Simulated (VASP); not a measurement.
## CdTe: band structure with HSE03

**The experiment to reproduce.**

A printed reference work, data compilation reports, for a bulk crystal of CdTe at 0 K: band gap 1.607 eV.

Crystal: CdTe.

```
CELL_PARAMETERS angstrom
0.00000 3.20500 3.20500
3.20500 0.00000 3.20500
3.20500 3.20500 0.00000
ATOMIC_POSITIONS crystal
Te 0.75000 0.75000 0.75000
Cd 0.00000 0.00000 0.00000
```

```
Program                            : VASP 6.6.1
Task                               : band structure
Functional                         : HSE03
Potentials or basis                : VASP PAW PBE potentials, release 64 (Te, Cd)
Cutoff                             : 520 eV
k mesh                             : 6 × 6 × 6
Occupations                        : gaussian, width 0.02 eV
Spin                               : no spin polarisation
Ladder                             : gaps
Grid for exact exchange (PRECFOCK) : Fast
Further INCAR settings             : ALGO = Normal; EDIFF = 1e-07
```

```yaml
Pressure: 3.5 GPa
Band_gap_on_the_k_mesh: 1.49 eV, direct
Band_gap_along_the_path: 1.49 eV, direct
```

Levels at the corners of the path, in eV from the valence-band top:
| point | band 6 | band 7 | band 8 | band 9 | band 10 | band 11 | band 12 | band 13 |
| --- | --- | --- | --- | --- | --- | --- | --- | --- |
| Γ | -9.32 | 0.00 | 0.00 | 0.00 | 1.49 | 5.26 | 5.26 | 5.26 |
| X | -8.65 | -4.71 | -2.09 | -2.09 | 3.02 | 3.27 | 9.96 | 10.32 |
| X | -8.65 | -4.71 | -2.09 | -2.09 | 3.02 | 3.27 | 9.96 | 10.32 |
| W | -8.56 | -4.55 | -2.61 | -2.45 | 5.18 | 5.24 | 6.31 | 6.92 |
| W | -8.56 | -4.55 | -2.61 | -2.45 | 5.18 | 5.24 | 6.31 | 6.92 |
| K | -8.60 | -4.58 | -2.86 | -1.73 | 3.45 | 5.26 | 8.19 | 8.38 |
| K | -8.60 | -4.58 | -2.86 | -1.73 | 3.45 | 5.26 | 8.19 | 8.38 |
| Γ | -9.32 | 0.00 | 0.00 | 0.00 | 1.49 | 5.26 | 5.26 | 5.26 |
| Γ | -9.32 | 0.00 | 0.00 | 0.00 | 1.49 | 5.26 | 5.26 | 5.26 |
| L | -8.85 | -4.87 | -0.87 | -0.87 | 2.47 | 5.84 | 5.84 | 7.80 |
| L | -8.85 | -4.87 | -0.87 | -0.87 | 2.47 | 5.84 | 5.84 | 7.80 |
| U | -8.60 | -4.58 | -2.86 | -1.73 | 3.45 | 5.26 | 8.19 | 8.38 |
| U | -8.60 | -4.58 | -2.86 | -1.73 | 3.45 | 5.26 | 8.19 | 8.40 |
| W | -8.56 | -4.55 | -2.61 | -2.45 | 5.18 | 5.24 | 6.31 | 6.92 |
| W | -8.56 | -4.55 | -2.61 | -2.45 | 5.18 | 5.24 | 6.31 | 6.92 |
| L | -8.85 | -4.87 | -0.87 | -0.87 | 2.47 | 5.84 | 5.84 | 7.80 |
| L | -8.85 | -4.87 | -0.87 | -0.87 | 2.47 | 5.84 | 5.84 | 7.80 |
| K | -8.60 | -4.58 | -2.86 | -1.73 | 3.45 | 5.26 | 8.19 | 8.38 |
| U | -8.60 | -4.58 | -2.86 | -1.73 | 3.45 | 5.26 | 8.19 | 8.39 |
| X | -8.65 | -4.71 | -2.09 | -2.09 | 3.02 | 3.27 | 9.97 | 10.32 |

Run time: 21 min on 4 MPI ranks on Intel(R) Xeon(R) 6975P-C (Granite Rapids), on a shared host, peak memory 0.42 GiB a rank.

Measured gap of CdTe: 1.607 eV (0 K; a printed reference work, data compilation). This calculation gives 1.49 eV (-0.12 eV). Spin-orbit coupling on Cd, Te is left out. The value is that of HSE03, without temperature or zero-point motion.

Caveat: the PAW data sets were made with another functional, which shifts forces and pressure a little; spin-orbit coupling is left out, which moves the levels of the heavy elements.
